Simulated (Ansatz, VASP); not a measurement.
**Ir: VASP beside Ansatz**

```xyz
1
Lattice="0.0000 1.9197 1.8813 1.9197 0.0000 1.8813 1.9197 1.9197 0.0000" Properties=species:S:1:pos:R:3 pbc="T T T"
Ir    0.0000    0.0000    0.0000
```

Change from the starting cell: zz strain of -2 %.

Alike in both runs: task single point; functional PBEsol; k mesh 15 × 15 × 15; occupations fermi-dirac, width 0.05 eV; no spin polarisation.

```csv
,VASP,Ansatz
version,VASP 6.6.1,Ansatz 0.2.0
potentials or method,"VASP PAW PBE potentials, release 64 (Ir), cutoff 520 eV","all-electron LAPW, scalar-relativistic"
```

```tsv
	VASP	Ansatz	Ansatz less VASP
pressure (GPa)	6.3	5.2	-1.15
largest component of the traceless stress (GPa)	5.48	5.49	+0.008
```

Ansatz ran all-electron here, so the differences hold the error of VASP's frozen core and of both bases.

Caveats: the PAW data sets were made with another functional, which shifts forces and pressure a little (VASP). Spin-orbit coupling is left out, which matters for the levels of Ir.
